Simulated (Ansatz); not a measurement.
The guess for InSb was made by a generator: random cell by space group and Wyckoff sites (P4/nmm, No. 129). The dimensions are guesses.

```
In Sb
1.0
     4.09226    0.00000    0.00000
     0.00000    4.09226    0.00000
     0.00000    0.00000    8.10989
In Sb
2 2
Direct
  0.50000 0.00000 0.99400
  0.00000 0.50000 0.00600
  0.50000 0.50000 0.50000
  0.00000 0.00000 0.50000
```

Level of theory: Ansatz, DFT PBE, scalar-relativistic, plane waves, PAW. Cutoff 420 eV, Gaussian smearing, Γ-centred meshes. Cell and atoms relax first on a coarse mesh and then on a finer one. In between, the cell is made exact in the group found at 0.06 Å. In metals the finer mesh still leaves noise of several meV/atom or more. The steps can't lower the symmetry of their start. No spin polarisation.

A guess keeps its type if space group and coordination stay and the shape of the cell changes little (axis ratios within about 15 %, angles within 6°); the volume may change.

**Question.** Does it keep its structure type, or change into something else?

**Answer.** It doesn't keep its type. The symmetry goes from P4/nmm (No. 129) to P4/mmm (No. 123), and the primitive cell from 4 to 2 atoms. The end has the CuAu (L1_0) type. The volume per atom shrinks by 16.7 %, from 34.0 to 28.3 Å³. The shortest distance goes from 2.89 Å (Sb–Sb) to 3.30 Å (In–In and Sb–Sb). Counting neighbours within 15 % of an atom's shortest distance, the start has In 4, Sb 4 and the end In 12, Sb 12. In detail, at the end In has 4 In at 3.30 Å and 8 Sb at 3.49 Å; around Sb lie 4 Sb at 3.30 Å and 8 In at 3.49 Å.

```xyz
2
Lattice="3.2999 0.0000 0.0000 0.0000 3.2999 0.0000 0.0000 0.0000 5.1916" Properties=species:S:1:pos:R:3 pbc="T T T"
In    1.6500    1.6500    0.0000
Sb    0.0000    0.0000    2.5958
```

The last run used a 10×10×10 mesh for its 4-atom cell and Gaussian smearing of 0.10 eV. The end has P4/nmm (No. 129) at a tolerance of 0.01 Å; the cell shown is made exact in the group found at 0.05 Å. These runs have no spin–orbit coupling, which can matter for Sb. Symmetry constrained the relaxation, so the result can be a saddle point. Another cell of InSb relaxed alike, in F-43m (a cell as deposited in COD), lies 209 meV/atom lower, so this cell isn't the stable form at this level.
